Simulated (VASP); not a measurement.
## BN: relaxation of shape and atoms at fixed volume with LDA

Crystal: BN.

```
CELL_PARAMETERS angstrom
2.49068 0.00000 0.00000
-1.24534 2.15699 0.00000
0.00000 0.00000 6.46100
ATOMIC_POSITIONS crystal
B 0.33333 0.66667 0.25000
B 0.66667 0.33333 0.75000
N 0.33333 0.66667 0.75000
N 0.66667 0.33333 0.25000
```

```yaml
Program: VASP 6.6.1
Task: relaxation of shape and atoms at fixed volume
Functional: LDA
Potentials_or_basis: VASP PAW LDA potentials, release 64 (B, N)
Cutoff: 520 eV
k_mesh: 15 × 15 × 6
Occupations: gaussian, width 0.02 eV
Spin: no spin polarisation
Further_INCAR_settings: ALGO = Normal; EDIFF = 1e-07; IBRION = 2; EDIFFG = -0.002; NSW = 80; ISIF = 4
```

```yaml
Pressure_after_relaxing: 0.0 GPa
Band_gap_on_the_k_mesh: 4.06 eV, indirect (least direct gap 4.45 eV)
```

Final structure:
```cif
data_structure
_symmetry_space_group_name_H-M 'P 1'
_symmetry_Int_Tables_number 1
_cell_length_a 2.4907
_cell_length_b 2.4907
_cell_length_c 6.4610
_cell_angle_alpha 90.000
_cell_angle_beta 90.000
_cell_angle_gamma 120.000
_cell_volume 34.71
loop_
_atom_site_label
_atom_site_type_symbol
_atom_site_fract_x
_atom_site_fract_y
_atom_site_fract_z
_atom_site_occupancy
B1 B 0.33333 0.66667 0.25000 1
B2 B 0.66667 0.33333 0.75000 1
N1 N 0.33333 0.66667 0.75000 1
N2 N 0.66667 0.33333 0.25000 1
```

Levels at points of the mesh, in eV from the valence-band top:
| k point | band 4 | band 5 | band 6 | band 7 | band 8 | band 9 | band 10 | band 11 | band 12 |
| --- | --- | --- | --- | --- | --- | --- | --- | --- | --- |
| (0.00, 0.00, 0.00) | -4.08 | -1.37 | -1.37 | -1.32 | -1.32 | 5.08 | 10.38 | 11.50 | 11.59 |
| (0.00, 0.00, 0.50) | -5.49 | -1.35 | -1.35 | -1.35 | -1.35 | 7.68 | 7.68 | 11.58 | 11.58 |

Wall time 28 s on 1 thread of AMD EPYC 7R13 Processor (Zen 3), on a shared host, peak memory 0.13 GiB.

Caveat: the relaxation stopped at its first step, so nothing moved; an odd mesh through Γ misses points on the zone boundary, where band edges often lie. As with any semilocal functional, this LDA gap is likely too small.
